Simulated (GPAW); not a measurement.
# Hf (Fm-3m) in GPAW: phonons with LDA

Aim: the phonons of Hf with LDA.

Everything below comes from runs of GPAW 26.7.0. Logs are shortened: lines on timing, memory, paths and dates and some standing lists are left out, and cuts for length are marked. The log counts tension as positive stress, the text compression.

### 1 The structure

Symmetry: Fm-3m, No. 225, cubic system. Conventional cell: a = 4.440 Å, b = 4.440 Å, c = 4.440 Å, α = 90.00°, β = 90.00°, γ = 90.00°. Around Hf (site symmetry m-3m) lie 12 Hf at 3.14 Å.

This isn't the form of Hf at room conditions, which is hcp.

### 2 Phonons, LDA

Input file run.py:

```python
import json
import numpy as np
from ase import Atoms
from ase.io import write
from ase.spacegroup import crystal
from phonopy import Phonopy
from phonopy.structure.atoms import PhonopyAtoms
from gpaw import GPAW

# Hf 4a
atoms = crystal(['Hf'],
                basis=[[0.0, 0.0, 0.0]],
                spacegroup=225, setting=1,  # Fm-3m
                cellpar=[4.44, 4.44, 4.44, 90.0, 90.0, 90.0],
                primitive_cell=True)

calc = GPAW(mode='lcao',
            h=0.25,
            basis='dzp',
            xc='LDA',
            kpts={'size': (10, 10, 10), 'gamma': True},
            occupations={'name': 'fermi-dirac', 'width': 0.05},
            convergence={'density': 1e-06},
            random=True,
            maxiter=80,
            txt='gpaw.txt')
atoms.calc = calc
energy = atoms.get_potential_energy()
forces = atoms.get_forces()
calc.write('gs.gpw')
write('result.traj', atoms)
print('Cell:', atoms.cell.cellpar().round(4))
print(atoms.get_scaled_positions().round(5))

def force_constants(scale):
    unit = PhonopyAtoms(symbols=atoms.get_chemical_symbols(), cell=atoms.cell[:] * scale**(1 / 3),
                        scaled_positions=atoms.get_scaled_positions())
    ph = Phonopy(unit, supercell_matrix=np.diag([2, 2, 2]), primitive_matrix=np.eye(3), symprec=1e-4)
    ph.generate_displacements(distance=0.02)
    forces = []
    for i, sc in enumerate(ph.supercells_with_displacements):
        a = Atoms(sc.symbols, cell=sc.cell, scaled_positions=sc.scaled_positions, pbc=True)
        c = GPAW(mode='lcao',
                 h=0.25,
                 basis='dzp',
                 xc='LDA',
                 kpts={'size': (5, 5, 5), 'gamma': True},
                 occupations={'name': 'fermi-dirac', 'width': 0.05},
                 convergence={'density': 1e-06},
                 random=True,
                 maxiter=80,
                 txt=f'disp-{scale:.3f}-{i:02d}.txt')
        a.calc = c
        f = a.get_forces()
        forces.append(f - f.mean(axis=0))
        print(f'displacement {i}: drift', f.mean(axis=0).round(5), flush=True)
    ph.forces = forces
    ph.produce_force_constants()
    ph.symmetrize_force_constants()
    return ph

qpoints = [[0.0, 0.0, 0.0], [0.0, 0.0, 0.5], [0.0, 0.5, 0.0], [0.0, 0.5, 0.5], [0.5, 0.0, 0.0], [0.5, 0.0, 0.5], [0.5, 0.5, 0.0], [0.5, 0.5, 0.5]]
results = {}
for scale in [1.0]:
    ph = force_constants(scale)
    ph.run_qpoints(qpoints)
    nu = ph.qpoints.frequencies * 33.35641  # THz to cm^-1
    results[f'{scale:.3f}'] = nu.tolist()
    for qp, f in zip(qpoints, nu):
        print(scale, np.round(qp, 4), f.round(2))

path = atoms.cell.bandpath('GXWKGLUWLK,UX', npoints=60, eps=1e-4)
ph.run_qpoints(path.kpts)
results['path'] = (ph.qpoints.frequencies * 33.35641).tolist()
results['path_q'] = path.kpts.tolist()
x, ticks, names = path.get_linear_kpoint_axis()
results['axis'] = [x.tolist(), list(ticks), names]
ph.run_mesh([15, 15, 15], is_gamma_center=True)
ph.run_thermal_properties(temperatures=[0, 100, 200, 300, 500, 800], cutoff_frequency=0.05)
tp = ph.thermal_properties
results['thermal'] = [list(v) for v in (tp.temperatures, tp.free_energy, tp.entropy, tp.heat_capacity)]
for t, fv, s, cv in zip(*results['thermal']):
    print(f'{t:6.0f} K  F {fv:9.4f} kJ/mol  S {s:9.4f} J/K/mol  Cv {cv:9.4f} J/K/mol')
json.dump(results, open('phonons.json', 'w'))
```

Potentials or basis: the program's PAW data sets (release 1.2.1) made for this functional, lcao:dzp.

Command:

```bash
$ OMP_NUM_THREADS=1 python run.py
```

gpaw.txt:

```text
__  _  _
 | _ |_)|_||  |
 |__||  | ||/\| - 26.7.0

Input parameters:
  mode=LCAO(),
  basis={'default': 'dzp'},
  convergence={'density': 1e-06},
  h=0.25,
  kpts=MonkhorstPack(size=(10, 10, 10), gamma=True),
  maxiter=80,
  occupations=Occupations(name='fermi-dirac', width=0.05),
  random=True,
  xc=XC(name='LDA')

       Hf

Atoms  # Å, Bohr magnetons
|   | symbol |        x |        y |        z |    initial magnetic moments |
|---|--------|----------|----------|----------|-----------------------------|
| 0 |     Hf | 0.000000 | 0.000000 | 0.000000 | ( 0.0000,  0.0000,  0.0000) |

Unit cell  # Å
| periodic |        x |        y |        z |  lengths |    angles |
|----------|----------|----------|----------|----------|-----------|
|      yes | 0.000000 | 2.220000 | 2.220000 | 3.139554 | 60.000000 |
|      yes | 2.220000 | 0.000000 | 2.220000 | 3.139554 | 60.000000 |
|      yes | 2.220000 | 2.220000 | 0.000000 | 3.139554 | 60.000000 |

Number of symmetries: 48
[... 51 lines left out ...]

BZ-sampling:
  Number of BZ points: 1000
  Number of IBZ points: 47

  Monkhorst-Pack size: [10, 10, 10]
  Monkhorst-Pack shift: [0.05, 0.05, 0.05]

K-points  # in reciprocal-cell coordinates
|     |                                coordinates |     weight |
|-----|--------------------------------------------|------------|
|   0 | (  0.00000000,   0.00000000,   0.00000000) | 0.00100000 |
|   1 | (  0.10000000,   0.10000000,   0.00000000) | 0.00600000 |
|   2 | (  0.10000000,   0.10000000,   0.10000000) | 0.00800000 |
|   3 | (  0.20000000,   0.10000000,   0.10000000) | 0.01200000 |
|   4 | (  0.20000000,   0.20000000,   0.00000000) | 0.00600000 |
|   5 | (  0.20000000,   0.20000000,   0.10000000) | 0.02400000 |
|   6 | (  0.20000000,   0.20000000,   0.20000000) | 0.00800000 |
|   7 | (  0.30000000,   0.20000000,   0.10000000) | 0.02400000 |
|   8 | (  0.30000000,   0.20000000,   0.20000000) | 0.02400000 |
|   9 | (  0.30000000,   0.30000000,   0.00000000) | 0.00600000 |
| ... |                                            |            |
|  46 | (  0.50000000,   0.50000000,   0.50000000) | 0.00400000 |

basis functions: 29
Spin-components: 1 (collinear spins)
Bands:           12
Projectors:      6
Spin-degeneracy: 2
Datatype:        <class 'complex'>

Parallelization:
  kpt:    1
  domain: 1
  band:   1

Density:
  Valence electrons: 12.0
  Components: 1
  Grid points: [12 12 12]
  Charge: 0.0  # |e|

Potential:
  Grid points: [12 12 12]

species:
  Hf:
    name:    Hafnium
    Z:       72.0
    valence: 12
    core:    60
    charge:  0.0  # [|e|]
    compensation charges:
      type: gauss
      rc: 0.41  # [Å]
      lmax: 2
    cutoffs:
      filter: 2.36  # [Å]
      core: 4.02  # [Å]
    projectors
    | kind |    occ | energy [eV] | rcut [Å] |
    |------|--------|-------------|----------|
    |   5s |  2.000 |     -66.988 |    1.397 |
    |   6s |  2.000 |      -5.250 |    1.397 |
    |   5p |  6.000 |     -35.740 |    1.307 |
    |   6p |  0.000 |      -1.470 |    1.307 |
    |   5d |  2.000 |      -2.880 |    1.334 |
    |    d |        |      24.331 |    1.334 |

    LCAO basis set for Hf:
      Name: dzp
      File: <dir>
      Number of radial functions: 11
      Number of spherical harmonics: 29
        l=0, rc=3.5625 Bohr: 5s-sz confined orbital
        l=0, rc=9.5469 Bohr: 6s-sz confined orbital
        l=1, rc=4.3125 Bohr: 5p-sz confined orbital
        l=1, rc=13.4375 Bohr: 6p-sz confined orbital
        l=2, rc=8.5000 Bohr: 5d-sz confined orbital
        l=0, rc=2.2656 Bohr: 5s-dz split-valence wave
        l=0, rc=5.7812 Bohr: 6s-dz split-valence wave
        l=1, rc=2.6406 Bohr: 5p-dz split-valence wave
        l=1, rc=8.3281 Bohr: 6p-dz split-valence wave
        l=2, rc=4.9844 Bohr: 5d-dz split-valence wave
        l=1, rc=9.5469 Bohr: p-type Gaussian polarization
      Number of RI-basis functions 0

Reference energy: -409641.328488  # eV

eigensolver:
  <gpaw.new.lcao.eigensolver.LCAOEigensolver object>
density mixing:
  MSR1-Mixer
  Pratt-step length: 0.05
  Maximum mixing coefficient: 0.75
  Old densities: 10
  SVD Regularization: 0.005
  Good broyden scale: 1.0
  Trust region scale: 1.0
  Backstep threshold: 4.0
  History deletion threshold: 6.0
  Fourier metric: weight=20.0, sigma=0.015

occupation numbers:
  Fermi-Dirac:
    width: 0.0500  # eV

FastPoissonSolver using
    Stencil: 12*3+1=37 point O(h^6) finite-difference Laplacian
    FFT axes: [np.int64(0), np.int64(1), np.int64(2)]
    FST axes: []

xc functional:
  name: None
interpolation: tri-quintic # 5. degree polynomial

       Hf

Atoms  # Å, Bohr magnetons
|   | symbol |        x |        y |        z |    initial magnetic moments |
|---|--------|----------|----------|----------|-----------------------------|
| 0 |     Hf | 0.000000 | 0.000000 | 0.000000 | ( 0.0000,  0.0000,  0.0000) |

Unit cell  # Å
| periodic |        x |        y |        z |  lengths |    angles |
|----------|----------|----------|----------|----------|-----------|
|      yes | 0.000000 | 2.220000 | 2.220000 | 3.139554 | 60.000000 |
|      yes | 2.220000 | 0.000000 | 2.220000 | 3.139554 | 60.000000 |
|      yes | 2.220000 | 2.220000 | 0.000000 | 3.139554 | 60.000000 |

Number of symmetries: 48
[... 51 lines left out ...]

BZ-sampling:
  Number of BZ points: 1000
  Number of IBZ points: 47

  Monkhorst-Pack size: [10, 10, 10]
  Monkhorst-Pack shift: [0.05, 0.05, 0.05]

K-points  # in reciprocal-cell coordinates
|     |                                coordinates |     weight |
|-----|--------------------------------------------|------------|
|   0 | (  0.00000000,   0.00000000,   0.00000000) | 0.00100000 |
|   1 | (  0.10000000,   0.10000000,   0.00000000) | 0.00600000 |
|   2 | (  0.10000000,   0.10000000,   0.10000000) | 0.00800000 |
|   3 | (  0.20000000,   0.10000000,   0.10000000) | 0.01200000 |
|   4 | (  0.20000000,   0.20000000,   0.00000000) | 0.00600000 |
|   5 | (  0.20000000,   0.20000000,   0.10000000) | 0.02400000 |
|   6 | (  0.20000000,   0.20000000,   0.20000000) | 0.00800000 |
|   7 | (  0.30000000,   0.20000000,   0.10000000) | 0.02400000 |
|   8 | (  0.30000000,   0.20000000,   0.20000000) | 0.02400000 |
|   9 | (  0.30000000,   0.30000000,   0.00000000) | 0.00600000 |
| ... |                                            |            |
|  46 | (  0.50000000,   0.50000000,   0.50000000) | 0.00400000 |

basis functions: 29
Spin-components: 1 (collinear spins)
Bands:           12
Projectors:      6
Spin-degeneracy: 2
Datatype:        <class 'complex'>

Parallelization:
  kpt:    1
  domain: 1
  band:   1

Density:
  Valence electrons: 12.0
  Components: 1
  Grid points: [12 12 12]
  Charge: 0.0  # |e|

Potential:
  Grid points: [12 12 12]

species:
  Hf:
    name:    Hafnium
    Z:       72.0
    valence: 12
    core:    60
    charge:  0.0  # [|e|]
    compensation charges:
      type: gauss
      rc: 0.41  # [Å]
      lmax: 2
    cutoffs:
      filter: 2.36  # [Å]
      core: 4.02  # [Å]
    projectors
    | kind |    occ | energy [eV] | rcut [Å] |
    |------|--------|-------------|----------|
    |   5s |  2.000 |     -66.988 |    1.397 |
    |   6s |  2.000 |      -5.250 |    1.397 |
    |   5p |  6.000 |     -35.740 |    1.307 |
    |   6p |  0.000 |      -1.470 |    1.307 |
    |   5d |  2.000 |      -2.880 |    1.334 |
    |    d |        |      24.331 |    1.334 |

    LCAO basis set for Hf:
      Name: dzp
      File: <dir>
      Number of radial functions: 11
      Number of spherical harmonics: 29
        l=0, rc=3.5625 Bohr: 5s-sz confined orbital
        l=0, rc=9.5469 Bohr: 6s-sz confined orbital
        l=1, rc=4.3125 Bohr: 5p-sz confined orbital
        l=1, rc=13.4375 Bohr: 6p-sz confined orbital
        l=2, rc=8.5000 Bohr: 5d-sz confined orbital
        l=0, rc=2.2656 Bohr: 5s-dz split-valence wave
        l=0, rc=5.7812 Bohr: 6s-dz split-valence wave
        l=1, rc=2.6406 Bohr: 5p-dz split-valence wave
        l=1, rc=8.3281 Bohr: 6p-dz split-valence wave
        l=2, rc=4.9844 Bohr: 5d-dz split-valence wave
        l=1, rc=9.5469 Bohr: p-type Gaussian polarization
      Number of RI-basis functions 0

Reference energy: -409641.328488  # eV

eigensolver:
  <gpaw.new.lcao.eigensolver.LCAOEigensolver object>
density mixing:
  MSR1-Mixer
  Pratt-step length: 0.05
  Maximum mixing coefficient: 0.75
  Old densities: 10
  SVD Regularization: 0.005
  Good broyden scale: 1.0
  Trust region scale: 1.0
  Backstep threshold: 4.0
  History deletion threshold: 6.0
  Fourier metric: weight=20.0, sigma=0.015

occupation numbers:
  Fermi-Dirac:
    width: 0.0500  # eV

FastPoissonSolver using
    Stencil: 12*3+1=37 point O(h^6) finite-difference Laplacian
    FFT axes: [np.int64(0), np.int64(1), np.int64(2)]
    FST axes: []

xc functional:
  name: None
interpolation: tri-quintic # 5. degree polynomial

convergence criteria:
- Maximum integral of absolute [dens]ity change: 1e-06 electrons / valence electron
- Maximum [total energy] change in last 3 cyles: 0.0005 eV / valence electron
- Maximum integral of absolute [eigenst]ate change: 4e-08 eV^2 / valence electron
maximum number of iterations: 80

SCF iterations
|iter     | |      energy | eigst |  dens |
|---------|-|-------------|-------|-------|
|iter:   1| |   -8.067893 |      c|       |
|iter:   2| |   -8.052653 |      c| -1.34 |
|iter:   3| |   -7.971587 |      c| -1.37 |
|iter:   4| |   -7.972864 |      c| -1.99 |
|iter:   5| |   -7.973217c|      c| -2.49 |
|iter:   6| |   -7.973219c|      c| -4.20 |
|iter:   7| |   -7.973219c|      c| -4.59 |
|iter:   8| |   -7.973219c|      c| -6.20c|

Converged in 8 steps
Energy contributions relative to reference atoms: (reference = -409641.328488)

Energy contributions:
  Kinetic:           8.342307
  Coulomb:          -8.266979
  Zero:              0.112290
  External:          0.000000
  Xc:               -8.155547
  Entropy:          -0.010580
  Spinorbit:         0.000000
  ----------------------------
  Free energy:      -7.978509
  Extrapolated:     -7.973219

dipole moment: (-16.165025, -16.165025, -16.165025)  # |e|*Ang

Fermi level: 9.771
Eigenvalues  # (at kpt = [0.000, 0.000, 0.000])
| band index |      eig [eV] | occ [0-2] |
|------------|---------------|-----------|
|          0 |       -51.722 |     2.000 |
|          1 |       -20.162 |     2.000 |
|          2 |       -20.160 |     2.000 |
|          3 |       -20.160 |     2.000 |
|          4 |         2.514 |     2.000 |
|          5 |        11.106 |     0.000 |
|          6 |        11.106 |     0.000 |
|          7 |        11.106 |     0.000 |
|          8 |        13.947 |     0.000 |
|          9 |        13.947 |     0.000 |
|         10 |        26.164 |     0.000 |
|         11 |        26.166 |     0.000 |

No gap
No difference between direct/indirect transitions

Forces  # eV/Ang
|       x |       y |       z |
|---------|---------|---------|
| 0.00000 | 0.00000 | 0.00000 |  # Hf   0

# Writing to gs.gpw (mode='')
```

Wall time 14 min (1 thread of Arm Neoverse V2, shared host); peak memory 0.56 GiB.

These settings aren't checked as converged: the numbers below hold their error.

Results:

* Free energy: -7.9785 eV
* Band gap on the k mesh: none (metal or under the smearing width)
* Highest phonon frequency: 118 cm⁻¹

Caveat: phonon bands are interpolated from a small supercell; the basis of atomic orbitals isn't converged, which shifts pressures, moduli and gaps.
